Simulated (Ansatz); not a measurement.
The structure below was relaxed with PBEsol in Ansatz (plane waves to 420 eV, PAW, without spin-orbit coupling), at pressure 9 GPa.

Space group R3m, hexagonal axes (No. 160); a = b = 4.0059 Å, c = 9.8167 Å, α = β = 90.00°, γ = 120.00°

```
atom  site  symmetry       x       y       z
----  ----  --------  ------  ------  ------
Ge      3a        3m  0.0000  0.0000  0.7511
Te      3a        3m  0.0000  0.0000  0.2489
```

**Question.** Write out a cell with all atoms.

**Answer.** 
```
GeTe
1.0
    4.00593     0.00000     0.00000
   -2.00297     3.46924     0.00000
    0.00000     0.00000     9.81667
Ge Te
3 3
Direct
  0.66667   0.33333   0.08443
  0.33333   0.66667   0.41777
  0.00000   0.00000   0.75110
  0.00000   0.00000   0.24890
  0.66667   0.33333   0.58223
  0.33333   0.66667   0.91557
```
This is the conventional cell.

The mesh was chosen for an insulator and is coarse for the gapless case. Load acts through the strain it causes; cell and atoms are relaxed under it. No phonon test of stability was made. No other phases were tried under pressure. All final runs are without spin polarisation. The cell was made from GeTe (space group R3m, No. 160) by this change: pressure 9 GPa.

Ansatz is an electronic-structure program.
